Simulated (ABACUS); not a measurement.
Input of an ABACUS 3.10.1 run:

The input INPUT:

```
INPUT_PARAMETERS
suffix              Si
calculation         scf
basis_type          pw
pseudo_dir          ./
symmetry            1
dft_functional      MGGA_X_REVTPSS+MGGA_C_REVTPSS
ecutwfc             69
pseudo_rcut         10
nspin               1
nbands              14
ks_solver           dav
smearing_method     fd
smearing_sigma      0.00367493
scf_thr             1e-08
scf_nmax            100
mixing_type         broyden
mixing_beta         0.7
cal_force           1
cal_stress          1
mixing_tau          1
out_chg             1
kpar                4
```

File STRU:

```
ATOMIC_SPECIES
Si 28.0850 Si_ONCV_PBE-1.2.upf

LATTICE_CONSTANT
1.8897261246

LATTICE_VECTORS
0.0000000000 2.7218511865 2.7218511865
2.7218511865 0.0000000000 2.7218511865
2.7218511865 2.7218511865 0.0000000000

ATOMIC_POSITIONS
Direct

Si
0.0
2
0.5000000000 0.5000000000 0.5000000000 1 1 1
0.7500000000 0.7500000000 0.7500000000 1 1 1
```

File KPT:

```
K_POINTS
0
Gamma
5 5 5 0 0 0
```

Potentials or basis: SG15 ONCV 1.2 PBE, plane waves.

Command:

```sh
$ OMP_NUM_THREADS=1 mpirun -np 4 abacus > log
```

**Question.** Predict the band gap on the k mesh.

**Answer.** 0.62 eV, indirect (least direct gap 2.78 eV).

**Question.** What does it give for the pressure?

**Answer.** 1.3 GPa.

Caveat: the potentials were made for another functional, which shifts forces and pressure; an odd mesh through Γ misses points on the zone boundary, where band edges often lie.
